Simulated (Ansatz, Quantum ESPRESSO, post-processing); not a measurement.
# honeycomb MgO, layer by layer, part 3 of 7

Aim: screening, gap and ionisation potential of honeycomb MgO against the number of layers.

Quantum ESPRESSO 7.5; plane-wave DFT, PBE, GBRV ultrasoft pseudopotentials; geometry by Ansatz 0.2.0 with PAW datasets.

So far. Step 3 (SCF with pw.x, 1 layer: no field): The run needed 10 iterations to bring the estimated error under 1e-09 Ry. Step 6 (Electrostatic potential, 1 layer): The slope in the vacuum is 0.100 eV/Å for an applied 0.10 V/Å, as it should be.

### Step 7. Band structure, 1 layer: no field

A bands run reads the converged density and follows the path given under K_POINTS.

File n1.f0.bands.in:

```
&control
  prefix = 'n1.f0.bands'
  outdir = './out'
  pseudo_dir = './pseudo'
  calculation = 'bands'
  tefield = .true.
  dipfield = .true.
/
&system
  ibrav = 0
  nat = 2
  ntyp = 2
  ecutwfc = 40
  ecutrho = 200
  occupations = 'smearing'
  smearing = 'fd'
  degauss = 0.004
  edir = 3
  emaxpos = 0.97
  eopreg = 0.04
  eamp = 0.0
  nbnd = 12
/
&electrons
  conv_thr = 1e-07
  mixing_beta = 0.4
  electron_maxstep = 120
  mixing_mode = 'local-TF'
/
ATOMIC_SPECIES
  O   15.9990  o_pbe_v1.2.uspp.F.UPF
  Mg  24.3050  mg_pbe_v1.4.uspp.F.UPF
CELL_PARAMETERS angstrom
  3.30000000000655 0.00000000000000 0.00000000000000
  -1.65000000000328 2.85788383249432 0.00000000000000
  0.00000000000000 0.00000000000000 17.00000000000000
ATOMIC_POSITIONS crystal
  O   0.666666666667 0.333333333333 0.500000000000
  Mg  0.333333333333 0.666666666667 0.500000000000
K_POINTS crystal_b
4
  0.0000000000 0.0000000000 0.0000000000 12
  0.5000000000 0.0000000000 0.0000000000 12
  0.3333333333 0.3333333333 0.0000000000 12
  0.0000000000 0.0000000000 0.0000000000 1
```

Command:

```
> cp -r out/n1.f0.save out/n1.f0.bands.save
> cp out/n1.f0.xml out/n1.f0.bands.xml
> OMP_NUM_THREADS=1 mpirun -n 4 pw.x -nk 4 -in n1.f0.bands.in > n1.f0.bands.out
```

Output:

```text
[banner, memory and clock lines left out]
Program PWSCF v.7.5 starts

          URL

     Presently no symmetry can be used with electric field

     Atomic positions and unit cell read from directory:
     ./out/n1.f0.bands.save/

     G-vector sticks info

     bravais-lattice index     =            0
     lattice parameter (alat)  =       6.2361  a.u.
     unit-cell volume          =    1081.9421 (a.u.)^3
     number of atoms/cell      =            2
     number of atomic types    =            2
     number of electrons       =        16.00
     number of Kohn-Sham states=           12
     kinetic-energy cutoff     =      40.0000  Ry
     charge density cutoff     =     200.0000  Ry
     Exchange-correlation=  SLA  PW   PBX  PBC
                           (   1   4   3   4   0   0   0)

     celldm(1)=   6.236096  celldm(2)=   0.000000  celldm(3)=   0.000000
     celldm(4)=   0.000000  celldm(5)=   0.000000  celldm(6)=   0.000000

     crystal axes: (cart. coord. in units of alat)
               a(1) = (   1.000000   0.000000   0.000000 )
               a(2) = (  -0.500000   0.866025   0.000000 )
               a(3) = (   0.000000   0.000000   5.151515 )

     reciprocal axes: (cart. coord. in units 2 pi/alat)
               b(1) = (  1.000000  0.577350 -0.000000 )
               b(2) = (  0.000000  1.154701  0.000000 )
               b(3) = (  0.000000 -0.000000  0.194118 )

     PseudoPot. # 1 for O  read from file:
     ./pseudo/o_pbe_v1.2.uspp.F.UPF
     Pseudo is Ultrasoft + core correction, Zval =  6.0
     Generated by new atomic code, or converted to UPF format
     Using radial grid of  737 points,  5 beta functions with:
                l(1) =   0
                l(2) =   0
                l(3) =   1
                l(4) =   1
                l(5) =   2
     Q(r) pseudized with  8 coefficients,  rinner =    0.900   0.900   0.900
                                                       0.900   0.900

     PseudoPot. # 2 for Mg read from file:
     ./pseudo/mg_pbe_v1.4.uspp.F.UPF
     Pseudo is Ultrasoft, Zval = 10.0
     Generated by new atomic code, or converted to UPF format
     Using radial grid of  821 points,  7 beta functions with:
                l(1) =   0
                l(2) =   0
                l(3) =   0
                l(4) =   1
                l(5) =   1
                l(6) =   2
                l(7) =   2
     Q(r) pseudized with  8 coefficients,  rinner =    1.200   1.200   1.200
                                                       1.200   1.200

     atomic species   valence    mass     pseudopotential
     O                 6.00    15.99900     O ( 1.00)
     Mg               10.00    24.30500     Mg( 1.00)

     No symmetry found

   Cartesian axes

     site n.     atom                  positions (alat units)
         1        O      tau(   1) = (   0.5000000   0.2886751   2.5757576  )
         2        Mg     tau(   2) = (  -0.0000000   0.5773503   2.5757576  )

     number of k points=    37  Fermi-Dirac smearing, width (Ry)=  0.0040
                       cart. coord. in units 2pi/alat
        k(    1) = (   0.0000000   0.0000000   0.0000000), wk =   0.0540541
        k(    2) = (   0.0416667   0.0240563   0.0000000), wk =   0.0540541
        k(    3) = (   0.0833333   0.0481125   0.0000000), wk =   0.0540541
        k(    4) = (   0.1250000   0.0721688   0.0000000), wk =   0.0540541
        k(    5) = (   0.1666667   0.0962250   0.0000000), wk =   0.0540541
        k(    6) = (   0.2083333   0.1202813   0.0000000), wk =   0.0540541
        k(    7) = (   0.2500000   0.1443376   0.0000000), wk =   0.0540541
        k(    8) = (   0.2916667   0.1683938   0.0000000), wk =   0.0540541
        k(    9) = (   0.3333333   0.1924501   0.0000000), wk =   0.0540541
        k(   10) = (   0.3750000   0.2165064   0.0000000), wk =   0.0540541
        k(   11) = (   0.4166667   0.2405626   0.0000000), wk =   0.0540541
        k(   12) = (   0.4583333   0.2646189   0.0000000), wk =   0.0540541
        k(   13) = (   0.5000000   0.2886751   0.0000000), wk =   0.0540541
        k(   14) = (   0.4861111   0.3127314   0.0000000), wk =   0.0540541
        k(   15) = (   0.4722222   0.3367877   0.0000000), wk =   0.0540541
        k(   16) = (   0.4583333   0.3608439   0.0000000), wk =   0.0540541
        k(   17) = (   0.4444444   0.3849002   0.0000000), wk =   0.0540541
        k(   18) = (   0.4305556   0.4089564   0.0000000), wk =   0.0540541
        k(   19) = (   0.4166667   0.4330127   0.0000000), wk =   0.0540541
        k(   20) = (   0.4027778   0.4570690   0.0000000), wk =   0.0540541
        k(   21) = (   0.3888889   0.4811252   0.0000000), wk =   0.0540541
        k(   22) = (   0.3750000   0.5051815   0.0000000), wk =   0.0540541
        k(   23) = (   0.3611111   0.5292377   0.0000000), wk =   0.0540541
        k(   24) = (   0.3472222   0.5532940   0.0000000), wk =   0.0540541
        k(   25) = (   0.3333333   0.5773503   0.0000000), wk =   0.0540541
        k(   26) = (   0.3055556   0.5292377   0.0000000), wk =   0.0540541
        k(   27) = (   0.2777778   0.4811252   0.0000000), wk =   0.0540541
        k(   28) = (   0.2500000   0.4330127   0.0000000), wk =   0.0540541
        k(   29) = (   0.2222222   0.3849002   0.0000000), wk =   0.0540541
        k(   30) = (   0.1944444   0.3367877   0.0000000), wk =   0.0540541
        k(   31) = (   0.1666667   0.2886751   0.0000000), wk =   0.0540541
        k(   32) = (   0.1388889   0.2405626   0.0000000), wk =   0.0540541
        k(   33) = (   0.1111111   0.1924501   0.0000000), wk =   0.0540541
        k(   34) = (   0.0833333   0.1443376   0.0000000), wk =   0.0540541
        k(   35) = (   0.0555556   0.0962250   0.0000000), wk =   0.0540541
        k(   36) = (   0.0277778   0.0481125   0.0000000), wk =   0.0540541
        k(   37) = (   0.0000000   0.0000000   0.0000000), wk =   0.0540541

     Dense  grid:    51547 G-vectors     FFT dimensions: (  30,  30, 150)

     Smooth grid:    37077 G-vectors     FFT dimensions: (  25,  25, 135)

     The potential is recalculated from file :
     ./out/n1.f0.bands.save/charge-density

     negative rho (up, down):  1.953E-04 0.000E+00

     Adding external electric field

     Computed dipole along edir(3) :
        Dipole                0.0000 Ry au,          0.0000 Debye
        Dipole field          0.0000 Ry au,

        Potential amp.       -0.0000 Ry
        Total length         30.8403 bohr

     Starting wfcs are    9 randomized atomic wfcs +    3 random wfcs

     Band Structure Calculation
     Davidson diagonalization with overlap

     ethr =  6.25E-10,  avg # of iterations = 33.5

     End of band structure calculation

          k = 0.0000 0.0000 0.0000 (  4649 PWs)   bands (ev):

   -76.0698 -42.9744 -42.7872 -42.7872 -19.3319  -4.9811  -4.3619  -4.3619
    -0.6479   0.9658   1.2635   2.5513

          k = 0.0417 0.0241 0.0000 (  4661 PWs)   bands (ev):

   -76.0698 -42.9743 -42.7877 -42.7873 -19.3248  -4.9684  -4.4121  -4.3659
    -0.5928   0.9914   1.2971   2.5772

          k = 0.0833 0.0481 0.0000 (  4627 PWs)   bands (ev):

   -76.0697 -42.9742 -42.7893 -42.7877 -19.3039  -4.9310  -4.5522  -4.3776
    -0.4358   1.0678   1.3976   2.6549

          k = 0.1250 0.0722 0.0000 (  4623 PWs)   bands (ev):

   -76.0696 -42.9740 -42.7918 -42.7883 -19.2704  -4.8707  -4.7578  -4.3962
    -0.1959   1.1939   1.5641   2.7845

          k = 0.1667 0.0962 0.0000 (  4617 PWs)   bands (ev):

   -76.0694 -42.9737 -42.7951 -42.7890 -19.2264  -5.0011  -4.7903  -4.4201
     0.1084   1.3678   1.7954   2.9659

          k = 0.2083 0.1203 0.0000 (  4613 PWs)   bands (ev):

   -76.0692 -42.9734 -42.7989 -42.7899 -19.1747  -5.2585  -4.6942  -4.4477
     0.4638   1.5865   2.0901   3.1993

          k = 0.2500 0.1443 0.0000 (  4617 PWs)   bands (ev):

   -76.0690 -42.9731 -42.8029 -42.7908 -19.1185  -5.5113  -4.5879  -4.4769
     0.8630   1.8460   2.4471   3.4851

          k = 0.2917 0.1684 0.0000 (  4631 PWs)   bands (ev):

   -76.0688 -42.9728 -42.8070 -42.7917 -19.0617  -5.7456  -4.5058  -4.4779
     1.3022   2.1408   2.8652   3.8230

          k = 0.3333 0.1925 0.0000 (  4629 PWs)   bands (ev):

   -76.0686 -42.9725 -42.8108 -42.7926 -19.0081  -5.9505  -4.5324  -4.3719
     1.7786   2.4632   3.3434   4.2112

          k = 0.3750 0.2165 0.0000 (  4627 PWs)   bands (ev):

   -76.0684 -42.9722 -42.8140 -42.7933 -18.9616  -6.1180  -4.5550  -4.2780
     2.2887   2.8009   3.8806   4.6399

          k = 0.4167 0.2406 0.0000 (  4631 PWs)   bands (ev):

   -76.0683 -42.9720 -42.8165 -42.7939 -18.9256  -6.2419  -4.5722  -4.2040
     2.8259   3.1303   4.4721   5.0663

          k = 0.4583 0.2646 0.0000 (  4626 PWs)   bands (ev):

   -76.0682 -42.9719 -42.8180 -42.7942 -18.9028  -6.3180  -4.5829  -4.1566
     3.3708   3.3997   4.6555   5.1501

          k = 0.5000 0.2887 0.0000 (  4624 PWs)   bands (ev):

   -76.0681 -42.9718 -42.8186 -42.7944 -18.8950  -6.3436  -4.5866  -4.1402
     3.5122   3.7496   4.2828   5.3270

          k = 0.4861 0.3127 0.0000 (  4624 PWs)   bands (ev):

   -76.0681 -42.9718 -42.8185 -42.7945 -18.8942  -6.3382  -4.5990  -4.1387
     3.5220   3.7658   4.2893   5.3338

          k = 0.4722 0.3368 0.0000 (  4622 PWs)   bands (ev):

   -76.0681 -42.9718 -42.8183 -42.7949 -18.8918  -6.3220  -4.6354  -4.1343
     3.5513   3.8135   4.3088   5.3539

          k = 0.4583 0.3608 0.0000 (  4642 PWs)   bands (ev):

   -76.0681 -42.9718 -42.8181 -42.7955 -18.8881  -6.2952  -4.6943  -4.1271
     3.6000   3.8910   4.3413   5.3863

          k = 0.4444 0.3849 0.0000 (  4632 PWs)   bands (ev):

   -76.0681 -42.9718 -42.8177 -42.7964 -18.8831  -6.2582  -4.7728  -4.1175
     3.6680   3.9953   4.3869   5.4295

          k = 0.4306 0.4090 0.0000 (  4644 PWs)   bands (ev):

   -76.0681 -42.9717 -42.8172 -42.7974 -18.8771  -6.2112  -4.8675  -4.1061
     3.7549   4.1219   4.4462   5.4804

          k = 0.4167 0.4330 0.0000 (  4634 PWs)   bands (ev):

   -76.0680 -42.9717 -42.8166 -42.7985 -18.8705  -6.1550  -4.9745  -4.0933
     3.8602   4.2647   4.5211   5.5342

          k = 0.4028 0.4571 0.0000 (  4626 PWs)   bands (ev):

   -76.0680 -42.9717 -42.8160 -42.7997 -18.8636  -6.0901  -5.0899  -4.0800
     3.9829   4.4133   4.6161   5.5830

          k = 0.3889 0.4811 0.0000 (  4616 PWs)   bands (ev):

   -76.0680 -42.9716 -42.8154 -42.8010 -18.8570  -6.0173  -5.2095  -4.0669
     4.1213   4.5530   4.7388   5.6141

          k = 0.3750 0.5052 0.0000 (  4598 PWs)   bands (ev):

   -76.0680 -42.9716 -42.8149 -42.8021 -18.8510  -5.9377  -5.3294  -4.0550
     4.2717   4.6765   4.8854   5.6102

          k = 0.3611 0.5292 0.0000 (  4580 PWs)   bands (ev):

   -76.0679 -42.9715 -42.8144 -42.8030 -18.8461  -5.8525  -5.4458  -4.0453
     4.4257   4.7905   5.0280   5.5582

          k = 0.3472 0.5533 0.0000 (  4580 PWs)   bands (ev):

   -76.0679 -42.9715 -42.8141 -42.8035 -18.8428  -5.7645  -5.5538  -4.0388
     4.5616   4.8989   5.1196   5.4725

          k = 0.3333 0.5774 0.0000 (  4596 PWs)   bands (ev):

   -76.0679 -42.9715 -42.8140 -42.8037 -18.8416  -5.6993  -5.6260  -4.0364
     4.6246   4.9707   5.1251   5.4213

          k = 0.3056 0.5292 0.0000 (  4594 PWs)   bands (ev):

   -76.0680 -42.9716 -42.8142 -42.8030 -18.8471  -5.8339  -5.4615  -4.0477
     4.3683   4.5547   5.3116   5.6674

          k = 0.2778 0.4811 0.0000 (  4602 PWs)   bands (ev):

   -76.0680 -42.9717 -42.8144 -42.8013 -18.8653  -5.9386  -5.2648  -4.0849
     3.8675   3.8922   5.5221   5.6039

          k = 0.2500 0.4330 0.0000 (  4612 PWs)   bands (ev):

   -76.0681 -42.9718 -42.8137 -42.7992 -18.8975  -5.9734  -5.0756  -4.1506
     3.1605   3.4010   4.7444   5.4168

          k = 0.2222 0.3849 0.0000 (  4610 PWs)   bands (ev):

   -76.0683 -42.9721 -42.8120 -42.7970 -18.9430  -5.9335  -4.9032  -4.2432
     2.4860   2.9369   4.0287   4.8050

          k = 0.1944 0.3368 0.0000 (  4626 PWs)   bands (ev):

   -76.0685 -42.9724 -42.8092 -42.7949 -18.9999  -5.8203  -4.7540  -4.3570
     1.8608   2.5100   3.3921   4.2656

          k = 0.1667 0.2887 0.0000 (  4630 PWs)   bands (ev):

   -76.0688 -42.9728 -42.8056 -42.7930 -19.0641  -5.6405  -4.6313  -4.4833
     1.2910   2.1246   2.8362   3.8038

          k = 0.1389 0.2406 0.0000 (  4622 PWs)   bands (ev):

   -76.0690 -42.9732 -42.8014 -42.7912 -19.1309  -5.4067  -4.6117  -4.5356
     0.7788   1.7855   2.3621   3.4178

          k = 0.1111 0.1925 0.0000 (  4621 PWs)   bands (ev):

   -76.0693 -42.9736 -42.7971 -42.7898 -19.1950  -5.1377  -4.7322  -4.4649
     0.3264   1.4984   1.9708   3.1047

          k = 0.0833 0.1443 0.0000 (  4619 PWs)   bands (ev):

   -76.0695 -42.9739 -42.7932 -42.7887 -19.2511  -4.8597  -4.8356  -4.4159
    -0.0608   1.2689   1.6636   2.8623

          k = 0.0556 0.0962 0.0000 (  4635 PWs)   bands (ev):

   -76.0697 -42.9741 -42.7900 -42.7879 -19.2948  -4.9147  -4.6084  -4.3846
    -0.3694   1.1016   1.4421   2.6895

          k = 0.0278 0.0481 0.0000 (  4647 PWs)   bands (ev):

   -76.0698 -42.9743 -42.7879 -42.7874 -19.3225  -4.9642  -4.4283  -4.3673
    -0.5748   0.9999   1.3083   2.5859

          k = 0.0000 0.0000 0.0000 (  4649 PWs)   bands (ev):

   -76.0698 -42.9744 -42.7872 -42.7872 -19.3319  -4.9811  -4.3619  -4.3619
    -0.6479   0.9658   1.2635   2.5513

     XML data file, pseudopotentials, collected wavefunctions

                                        0.00s GPU  (     346 calls)
```

The job ended after 4.4 s (4 MPI ranks of Arm Neoverse V2, shared host; peak memory 0.26 GiB).

Numbers from this step:

| Quantity | Value |
| --- | --- |
| dipole along the normal | 0 e·Å |
| valence top, on the run's zero | -4.036 eV |
| conduction bottom, on the run's zero | -0.6479 eV |
| gap by band count | 3.389 eV |

Band numbers count within the set of bands kept for display. The electronic bands at the labelled points (eV, zero at the highest filled level of the SCF mesh; v1 is the highest filled band, c1 the lowest empty one):

```
  point     v3     v2     v1    c1    c2    c3    c4
      Γ  -0.94  -0.33  -0.33  3.39  5.00  5.30  6.59
halfway  -1.47  -0.55  -0.44  4.90  5.88  6.48  7.52
      M  -2.31  -0.55  -0.10  7.55  7.79  8.32  9.36
halfway  -2.12  -0.94  -0.06  7.90  8.30  8.56  9.57
      K  -1.66  -1.59   0.00  8.66  9.01  9.16  9.46
halfway  -1.60  -0.59  -0.45  5.33  6.16  6.87  7.84
      Γ  -0.94  -0.33  -0.33  3.39  5.00  5.30  6.59
```

The electronic bands as a text plot (rows in eV, shown from -2.3 to 6.6 only):

```
    6.4 |+        ++  +++                       ++++  ++        +
    6.0 |        +++++                            ++++  ++
    5.7 |    +++++    ++                              ++++++++
    5.3 |++++++++   ++                              ++    +++++++
    4.9 |++++     ++                                  ++      +++
    4.5 |        +
    4.2 |      ++                                       ++
    3.8 |    ++                                           ++++
    3.4 |++++                                                 +++
    3.1 |
    2.7 |
    2.3 |
    2.0 |
    1.6 |
    1.2 |
    0.8 |
    0.5 |
    0.1 |                        *************
   -0.3 |************************             ********  *********
   -0.6 |   **********************                ************
   -1.0 |********                 ****        ****      **  *****
   -1.4 |        ***                  *** ****        **
   -1.8 |           ****              ********  ******
   -2.1 |               **************        **
         Γ                   M           K                      Γ
```

Along this path the valence top lies at K and the conduction bottom at Γ.

### Step 8. Polarisability from the dipole between 0 and 0.1 V/A, 1 layer

Read from the output:

```
change of slope in the vacuum : 0.09999 eV/Å
polarisability a cell         : 1.793 Å³
sheet polarisability 4πα/A    : 2.389 Å
```

Change of the potential energy, second field less first against z:

```
z (Å)  change of the potential energy, second field less first (eV)
  0.0                                                        -0.364
  0.5                                                        -0.680
  1.0                                                        -0.630
  1.5                                                        -0.580
  2.0                                                        -0.530
  2.5                                                        -0.480
  3.0                                                        -0.430
  3.5                                                        -0.380
  4.0                                                        -0.330
  4.5                                                        -0.280
  5.0                                                        -0.230
  5.5                                                        -0.180
  6.0                                                        -0.132
  6.5                                                       -0.0864
  7.0                                                       -0.0467
  7.5                                                       -0.0186
  8.0                                                      -0.00584
  8.5                                                             0
  9.0                                                       0.00594
  9.5                                                        0.0191
 10.0                                                        0.0478
 10.5                                                        0.0879
 11.0                                                         0.134
 11.5                                                         0.182
 12.0                                                         0.232
 12.5                                                         0.282
 13.0                                                         0.332
 13.5                                                         0.382
 14.0                                                         0.432
 14.5                                                         0.482
 15.0                                                         0.532
 15.5                                                         0.582
 16.0                                                         0.632
 16.5                                                         0.610
```

(Part 3 of 7 ends here.)

[Logs are printed without paths, hosts, clocks, repeated set-up lines and the standing remarks that a program may print on its own settings, such as how far it seeks lower states.]

[Hosts, paths, dates, database ids (printed as entryN), source tags and the programs' standing remarks are cut or masked in the printed files.]

[Maps of the electrostatic potential energy from Ansatz leave out the sawtooth potential of an applied field or a dipole correction, so their vacuum need not be flat; planar profiles and work functions include it.]
